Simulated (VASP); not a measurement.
# W (Im-3m) in VASP: notebook

One crystal, W, is run at these levels: PBEsol, LDA; tasks: relaxation of cell and atoms.

Everything below comes from runs of VASP 6.6.1. Logs are shortened: lines on timing, memory, paths and dates and some standing lists are left out, and cuts for length are marked.

### 1 Starting point

It takes space group Im-3m (No. 229, cubic). Conventional cell: a = 3.157 Å, b = 3.157 Å, c = 3.157 Å, α = 90.00°, β = 90.00°, γ = 90.00°. W (site symmetry m-3m) is surrounded by 8 W at 2.73 Å.

### 2 Relaxation of cell and atoms, PBEsol

File INCAR:

```
PREC = Accurate
ENCUT = 600
EDIFF = 1E-7
ISMEAR = 1
SIGMA = 0.1
LREAL = F
LASPH = T
NELM = 80
ALGO = Normal
ISIF = 3
LWAVE = F
LCHARG = F
GGA = PS
IBRION = 2
NSW = 90
EDIFFG = -0.005
```

File KPOINTS:

```
regular mesh
0
Gamma
  20 20 20
```

File POSCAR:

```
W                                       
1.0
   -1.5782847249      1.5782847249      1.5782847249
    1.5782847249     -1.5782847249      1.5782847249
    1.5782847249      1.5782847249     -1.5782847249
  W             
     1
Direct
     0.0000000000000000    0.0000000000000000    0.0000000000000000
```

Potentials or basis: VASP PAW PBE potentials, release 64 (W_sv).

Launch:

```sh
> cat potpaw_PBE.64/W_sv/POTCAR > POTCAR
> mpirun -np 1 vasp_std > vasp.out
```

OUTCAR:

```text
PREC = Accurate
   ENCUT = 600
   EDIFF = 1E-7
   ISMEAR = 1
   LREAL = F
   LASPH = T
   NELM = 80
   ISIF = 3
   GGA = PS
   IBRION = 2
   NSW = 90
   EDIFFG = -0.005

 ion  position               nearest neighbor table
   1  0.000  0.000  0.000-

  LATTYP: Found a body centered cubic cell.
 ALAT       =     3.1565694498

  Lattice vectors:

 A1 = (  -1.5782847249,   1.5782847249,   1.5782847249)
 A2 = (   1.5782847249,  -1.5782847249,   1.5782847249)
 A3 = (   1.5782847249,   1.5782847249,  -1.5782847249)

Analysis of symmetry for initial positions (statically):
=====================================================================
 Subroutine PRICEL returns:
 Original cell was already a primitive cell.

 Routine SETGRP: Setting up the symmetry group for a
 body centered cubic supercell.

 Subroutine GETGRP returns: Found 48 space group operations
 (whereof 48 operations were pure point group operations)
 out of a pool of 48 trial point group operations.

The static configuration has the point symmetry O_h .

Analysis of symmetry for dynamics (positions and initial velocities):
=====================================================================
 Subroutine PRICEL returns:
 Original cell was already a primitive cell.

 Routine SETGRP: Setting up the symmetry group for a
 body centered cubic supercell.

 Subroutine GETGRP returns: Found 48 space group operations
 (whereof 48 operations were pure point group operations)
 out of a pool of 48 trial point group operations.

The dynamic configuration has the point symmetry O_h .

 Subroutine INISYM returns: Found 48 space group operations
 (whereof 48 operations are pure point group operations),
 and found     1 'primitive' translations

----------------------------------------------------------------------------------------

                                     Primitive cell

  volume of cell :      15.7259

  direct lattice vectors                    reciprocal lattice vectors
    -1.578284725  1.578284725  1.578284725     0.000000000  0.316799619  0.316799619
     1.578284725 -1.578284725  1.578284725     0.316799619  0.000000000  0.316799619
     1.578284725  1.578284725 -1.578284725     0.316799619  0.316799619  0.000000000

  length of vectors
     2.733669332  2.733669332  2.733669332     0.448022318  0.448022318  0.448022318

  position of ions in fractional coordinates (direct lattice)
     0.000000000  0.000000000  0.000000000

  ion indices of the primitive-cell ions
   primitive index   ion index
                 1           1

----------------------------------------------------------------------------------------

 KPOINTS: regular mesh

Automatic generation of k-mesh.
 Grid dimensions read from file:
 generate k-points for:   20   20   20

 Generating k-lattice:

  Cartesian coordinates                     Fractional coordinates (reciprocal lattice)
     0.000000000  0.015839981  0.015839981     0.050000000  0.000000000  0.000000000
     0.015839981  0.000000000  0.015839981     0.000000000  0.050000000  0.000000000
     0.015839981  0.015839981  0.000000000     0.000000000  0.000000000  0.050000000

  Length of vectors
     0.022401116  0.022401116  0.022401116

  Shift w.r.t. Gamma in fractional coordinates (k-lattice)
     0.000000000  0.000000000  0.000000000

 Subroutine IBZKPT returns following result:
 ===========================================

 Found    256 irreducible k-points:

 Following reciprocal coordinates:
            Coordinates               Weight
  0.000000  0.000000  0.000000      1.000000
  0.050000  0.000000  0.000000     12.000000
  0.100000  0.000000  0.000000     12.000000
  0.150000  0.000000  0.000000     12.000000
  0.200000  0.000000  0.000000     12.000000
  0.250000  0.000000  0.000000     12.000000
[... 16 lines left out ...]
  0.200000  0.100000  0.000000     48.000000
  0.250000  0.100000  0.000000     48.000000
 [... further k-points ...]
   k-points           NKPTS =    256   k-points in BZ     NKDIM =    256   number of bands    NBANDS=     11
   number of dos      NEDOS =    301   number of ions     NIONS =      1
   total plane-waves  NPLWV =  13824
   dimension x,y,z NGX =    24 NGY =   24 NGZ =   24
   dimension x,y,z NGXF=    48 NGYF=   48 NGZF=   48
   ions per type =               1
   NGX,Y,Z   is equivalent  to a cutoff of  14.60, 14.60, 14.60 a.u.
   NGXF,Y,Z  is equivalent  to a cutoff of  29.19, 29.19, 29.19 a.u.
 SYSTEM =  unknown system
   PREC   = accura    normal or accurate (medium, high low for compatibility)
   ISTART =      0    job   : 0-new  1-cont  2-samecut
   ICHARG =      2    charge: 1-file 2-atom 10-const
   ISPIN  =      1    spin polarized calculation?
   LNONCOLLINEAR =      F non collinear calculations
   LSORBIT =      F    spin-orbit coupling
   LASPH  =      T    aspherical Exc in radial PAW
   ENCUT  =  600.0 eV  44.10 Ry    6.64 a.u.   5.46  5.46  5.46*2*pi/ulx,y,z
   NELM   =     80;   NELMIN=  2; NELMDL= -5     # of ELM steps
   EDIFF  = 0.1E-06   stopping-criterion for ELM
   LREAL  =      F    real-space projection
   EDIFFG = -.5E-02   stopping-criterion for IOM
   NSW    =     90    number of steps for IOM
   IBRION =      2    ionic relax: 0-MD 1-quasi-New 2-CG
   NFREE  =      1    steps in history (QN), initial steepest desc. (CG)
   ISIF   =      3    stress and relaxation
   ISYM   =      2    0-nonsym 1-usesym 2-fastsym
   POTIM  = 0.5000    time-step for ionic-motion
   TEBEG  =    0.0;   TEEND  =   0.0 temperature during run
   PSTRESS=    0.0 pullay stress
   NELECT =      14.0000    total number of electrons
   NUPDOWN=      -1.0000    fix difference up-down
   EMIN   =  10.00;   EMAX   =-10.00  energy-range for DOS
   EFERMI =   0.00;   METHOD = LEGACY
   ISMEAR =     1;   SIGMA  =   0.10  broadening in eV -4-tet -1-fermi 0-gaus
   EFERMI_NEDOS =   21; number of points for ismear=-14 and -15
   IALGO  =     38    algorithm
   IMIX   =      4    mixing-type and parameters
     AMIX     =   0.40;   BMIX     =  1.00
     AMIX_MAG =   1.60;   BMIX_MAG =  1.00
  volume/ion in A,a.u.               =      15.73       106.12
  Fermi-wavevector in a.u.,A,eV,Ry     =   1.574873  2.976078 33.745502  2.480224
  Thomas-Fermi vector in A             =   2.675942
   LORBIT       =      0    0 simple, 1 ext, 2 COOP (PROOUT), +10 PAW based schemes
   GGA     = PS    functional components
   LHFCALC =     F    Hartree Fock is set to
   AEXX    =    0.0000 exact exchange contribution
   IVDW    =     0    specifies the selected vdW correction
   LEPSILON=     F    determine dielectric tensor
   LRPA    =     F    only Hartree local field effects (RPA)
 conjugate gradient relaxation of ions
 non-spin polarized calculation
 Methfessel and Paxton  Order N= 1 SIGMA  =   0.10
  energy-cutoff  :      600.00
  volume of cell :       15.73
 maximum number of plane-waves:       543
 NGX is ok and might be reduce to    24
   NGX = 11   NGY = 11   NGZ = 11

 number of electron      14.0000001 magnetization

 Free energy of the ion-electron system (eV)
  ---------------------------------------------------
  ext. energy  EPLUGINS =         0.00000000
  ---------------------------------------------------
  free energy    TOTEN  =       -13.80934595 eV

  energy without entropy =      -13.80944702  energy(sigma->0) =      -13.80937964

 E-fermi :  11.4305     XC(G=0): -13.8071

 val. band max:       11.4158658371   @ k =  -0.2500   0.3500   0.1500
 cond. band min:      11.4311510479   @ k =   0.5000   0.5000   0.2000
 fundamental gap:      0.0152852108
 Fermi energy:        11.4305152871

 k-point     1 :       0.0000    0.0000    0.0000
  band No.  band energies     occupation
      1     -62.7535      2.00000
      2     -26.2986      2.00000
      3     -26.2986      2.00000
      4     -26.2986      2.00000
      5       1.6934      2.00000
      6      10.1373      2.00000
      7      10.1373      2.00000
      8      10.1373      2.00000
      9      13.6419      0.00000
     10      13.6419      0.00000
     11      25.9510      0.00000

 k-point     2 :       0.0500    0.0000    0.0000
  band No.  band energies     occupation
      1     -62.7501      2.00000
      2     -26.3339      2.00000
      3     -26.3096      2.00000
      4     -26.2988      2.00000
      5       1.8165      2.00000
      6      10.0618      2.00000
      7      10.1212      2.00000
      8      10.2558      2.00000
      9      13.5181      0.00000
     10      13.6424      0.00000
     11      26.0580      0.00000

 k-point     3 :       0.1000    0.0000    0.0000
  band No.  band energies     occupation
      1     -62.7403      2.00000
      2     -26.4355      2.00000
      3     -26.3413      2.00000
      4     -26.2994      2.00000
      5       2.1747      2.00000
      6       9.8501      2.00000
      7      10.0538      2.00000
      8      10.6083      2.00000
      9      13.2355     -0.00000
     10      13.6488      0.00000
     11      26.3384      0.00000

 k-point     4 :       0.1500    0.0000    0.0000
  band No.  band energies     occupation
      1     -62.7250      2.00000
      2     -26.5910      2.00000
      3     -26.3903      2.00000
      4     -26.3002      2.00000
      5       2.7323      2.00000
      6       9.5400      2.00000
      7       9.8983      2.00000
      8      11.1852      2.00285
      9      12.9851     -0.00000
     10      13.6740      0.00000
     11      26.6470      0.00000
[... 239 lines left out ...]
 k-point    22 :       0.1500    0.1000    0.0000
  band No.  band energies     occupation
      1     -62.6979      2.00000
      2     -26.8455      2.00000
      3     -26.4483      2.00000
      4     -26.3422      2.00000
      5       3.7308      2.00000
      6       9.1751      2.00000
      7       9.3563      2.00000
      8      12.4331     -0.00000
      9      12.6350     -0.00000
     10      13.9840      0.00000
     11      27.2362      0.00000

 k-point    23 :       0.2000    0.1000    0.0000
  band No.  band energies     occupation
      1     -62.6774      2.00000
      2     -27.0280      2.00000
      3     -26.5225      2.00000
      4     -26.3472      2.00000
      5       4.4418      2.00000
      6       8.8152      2.00000
      7       9.1812      2.00000
      8      12.6836     -0.00000
      9      13.4556      0.00000
     10      14.1360      0.00000
     11      26.5228      0.00000

 k-point    24 :       0.2500    0.1000    0.0000
  band No.  band energies     occupation
      1     -62.6568      2.00000
      2     -27.2050      2.00000
      3     -26.5990      2.00000
      4     -26.3505      2.00000
      5       5.0286      2.00000
      6       8.4876      2.00000
      7       9.2362      2.00000
      8      12.9000     -0.00000
      9      14.2668      0.00000
     10      14.6029      0.00000
     11      25.4451      0.00000

 [... further k-points ...]

------------------------ aborting loop because EDIFF is reached ----------------------------------------

  FORCE on cell =-STRESS in cart. coord.  units (eV):
  Direction    XX          YY          ZZ          XY          YZ          ZX
  --------------------------------------------------------------------------------------
  -------------------------------------------------------------------------------------
  Total       -0.0026301     -0.0026301     -0.0026301      0.0000000     -0.0000000      0.0000000
  in kB       -0.2679583     -0.2679583     -0.2679583      0.0000000     -0.0000000      0.0000000
  external PRESSURE =      -0.2679583 kB  Pullay stress =       0.0000000 kB

 VOLUME and BASIS-vectors are now :
 -----------------------------------------------------------------------------
  energy-cutoff  :      600.00
  volume of cell :       15.73
      direct lattice vectors                 reciprocal lattice vectors
    -1.578284725  1.578284725  1.578284725     0.000000000  0.316799619  0.316799619
     1.578284725 -1.578284725  1.578284725     0.316799619  0.000000000  0.316799619
     1.578284725  1.578284725 -1.578284725     0.316799619  0.316799619  0.000000000

 POSITION                                       TOTAL-FORCE (eV/Angst)
 -----------------------------------------------------------------------------------
      0.00000      0.00000      0.00000         0.000000     -0.000000     -0.000000
 -----------------------------------------------------------------------------------
    total drift:                                0.000000      0.000000     -0.000000

  FREE ENERGIE OF THE ION-ELECTRON SYSTEM (eV)
  ---------------------------------------------------
  free  energy   TOTEN  =       -13.8093459493 eV

  energy  without entropy=      -13.8094470230  energy(sigma->0) =      -13.80937964

 reached required accuracy - stopping structural energy minimisation
```

Wall time 18 s (1 thread of Intel Xeon Platinum 8488C (Sapphire Rapids), shared host); peak memory 0.18 GiB.

Results:

* Free energy: -13.8093 eV
* Pressure after relaxing: 0.0 GPa
* Band gap on the k mesh: none (metal or under the smearing width)

Final structure:
```
CELL_PARAMETERS angstrom
-1.57828 1.57828 1.57828
1.57828 -1.57828 1.57828
1.57828 1.57828 -1.57828
ATOMIC_POSITIONS crystal
W 0.00000 0.00000 0.00000
```

Levels at points of the mesh, in eV from the Fermi level:
```
           k point  band 3  band 4  band 5  band 6  band 7  band 8  band 9  band 10  band 11
(0.00, 0.00, 0.00)  -37.73  -37.73   -9.74   -1.29   -1.29   -1.29    2.21     2.21    14.52
(0.50, 0.00, 0.00)  -38.16  -37.74   -6.38   -3.66    0.68    2.11    3.10     6.19    11.15
(0.50, 0.50, 0.50)  -38.66  -38.66   -5.96   -5.96    5.19    5.19    5.19     8.28     8.28
```

Caveat: the relaxation stopped at its first step, so nothing moved; the PAW data sets were made with another functional, which shifts forces and pressure a little. The run has no spin-orbit coupling, so splittings on W are missing.

(Part 1 of 2 ends here.)
